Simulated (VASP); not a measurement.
Here is a VASP 6.6.1 calculation.

The input INCAR:

```
PREC = Accurate
ENCUT = 520
EDIFF = 1E-7
ISMEAR = 0
SIGMA = 0.014
LREAL = False
LASPH = True
NELM = 60
ALGO = Fast
ISIF = 2
LWAVE = False
LCHARG = False
GGA = PE
NBANDS = 35
```

The input KPOINTS:

```
regular mesh
0
Gamma
  4 8 1
```

POSCAR

```
Te2Mo
1.0
    6.3616090156      0.0000000000      0.0000000000
    0.0000000000      3.4804030600      0.0000000000
   -0.0857412231      0.0000000000     36.1758904685
Te Mo
4 2
Direct
    0.4292511000      0.7500000000      0.5407035800
    0.5707489000      0.2500000000      0.4592964200
    0.9208478700      0.2500000000      0.5565273200
    0.0791521300      0.7500000000      0.4434726800
    0.1813475600      0.2500000000      0.4974653700
    0.8186524400      0.7500000000      0.5025346300
```

Potentials or basis: VASP PAW PBE potentials, release 64 (Te, Mo_sv).

Run with:

```bash
$ cat potpaw_PBE.64/Te/POTCAR potpaw_PBE.64/Mo_sv/POTCAR > POTCAR
$ mpirun -np 1 vasp_std > vasp.out
```

Q: Predict the largest force.

A: 0.260 eV/Å.

Q: Predict the band gap on the k mesh.

A: None (metal or under the smearing width).

Forces in eV/Å, atoms in the order of the input:
```
Te   0.046  0.000  0.077
Te  -0.046  0.000 -0.077
Te  -0.016  0.000  0.260
Te   0.016  0.000 -0.260
Mo   0.068  0.000  0.020
Mo  -0.068  0.000 -0.020
```

The run has no spin-orbit coupling, so splittings on Te are missing.
